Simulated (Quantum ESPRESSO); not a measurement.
The system is Sn.

```
Sn
1.0
     0.00000    3.23334    3.23334
     3.23334    0.00000    3.23334
     3.23334    3.23334    0.00000
Sn
2
Direct
  0.75000 0.75000 0.75000
  0.50000 0.50000 0.50000
```

This isn't the form of Sn at room conditions, which is tetragonal (white tin).

```yaml
Program: Quantum ESPRESSO 7.5
Task: single point
Functional: PBE
Potentials_or_basis: SSSP 1.3 efficiency PBE
Cutoff: 816 eV
Density_cutoff: 6531 eV
k_mesh: 7 × 7 × 7
Occupations: fermi-dirac, width 0.05 eV
Spin: no spin polarisation
```

On this cell: pressure 3.8 GPa; largest force zero by symmetry; band gap on the k mesh none (metal or under the smearing width).

The same run follows on a disturbed copy (atoms moved at random, drawn with an rms of 0.05 Å):

```
Sn
1.0
     0.00000    3.23334    3.23334
     3.23334    0.00000    3.23334
     3.23334    3.23334    0.00000
Sn
2
Direct
  0.75132 0.75902 0.76259
  0.49467 0.50900 0.50001
```

**Question.** What does the disturbed cell give?

**Answer.** The energy (extrapolated to zero smearing) moves by +11.8 meV/atom; pressure 3.9 GPa; largest force 0.586 eV/Å; band gap on the k mesh none (metal or under the smearing width).

Forces on the atoms (eV/Å):
```
Sn  -0.304 -0.486 -0.123
Sn   0.304  0.486  0.123
```

Stress tensor (GPa, compression positive):
```
 3.96 -0.46 -1.52
-0.46  3.89 -0.97
-1.52 -0.97  3.99
```
